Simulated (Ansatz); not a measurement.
Two isomers of C3H4N2: A = `CN=C=C=N`, B = `c1c[nH]cn1`.

Calculated with Ansatz (gas phase, PBE0-D4/def2-TZVP geometries, no zero-point term in ΔE). CCSD(T)/CBS adds triple-zeta CCSD(T) − MP2 to the extrapolated MP2 energy (def2 sets, frozen cores). This one scheme is used for every species. Functionals use def2-TZVPP. One conformer a species, not always the lowest.

A:

```xyz
9

C     0.760    1.413    0.828
N     0.359    0.025    0.916
C    -0.183   -0.523   -0.049
C    -0.747   -1.384   -0.819
N    -1.290   -1.931   -1.788
H     0.534    1.877   -0.136
H     1.833    1.470    1.026
H     0.261    1.962    1.631
H    -1.527   -2.910   -1.608
```

B:

Z-matrix (Å, degrees):
```
C
N 1 1.368
C 1 1.365 2 110.6
H 1 1.079 2 121.6 3 180.0
C 2 1.306 1 105.4 3 0.0
N 3 1.369 1 105.1 2 0.0
H 3 1.077 1 132.5 2 -180.0
H 5 1.080 2 125.9 1 -180.0
H 6 1.004 3 126.2 1 -180.0
```

Question: Which isomer does CCSD(T)/CBS put lower? Give the gap. (Estimate.)

Answer: Computed: B, by 66.7 kcal/mol.

Question: Give E(B) − E(A) in kcal/mol with PBE0-D4, CCSD/def2-TZVPP, ωB97M-V, CCSD(T)/def2-SVP, PBE-D4, HF/def2-TZVPP, MP2/def2-TZVPP. (Estimate.)

Answer: The calculation gave: PBE0-D4 -68.3, CCSD/def2-TZVPP -65.9, ωB97M-V -67.8, CCSD(T)/def2-SVP -65.8, PBE-D4 -60.9, HF/def2-TZVPP -66.4, MP2/def2-TZVPP -71.9. None reverses the order clearly.

Question: Does the order hold for the free energy at 298.15 K (harmonic terms from PBE0-D4)? (Estimate.)

Answer: Computed: Yes: G(B) − G(A) = -61.8 kcal/mol, for one conformer each.

Largest T1 diagnostic: 0.016.

Leaving LDA and LC-ωPBE aside and taking each functional with its dispersion term where it has one, the values, not all of them listed here, spread over 19.3 kcal/mol, from PBE-QIDH to BLYP-D4. LDA lies −11.6 kcal/mol from PBE without D4. The D4 term adds −1.5 kcal/mol with B3LYP and −0.7 kcal/mol with PBE0; it sums over pairs of atoms, weighted by their polarisabilities, and B3LYP, whose exchange is more repulsive, gets the larger term.

B3LYP here is the variant with VWN-RPA as its local correlation; programs differ in this.
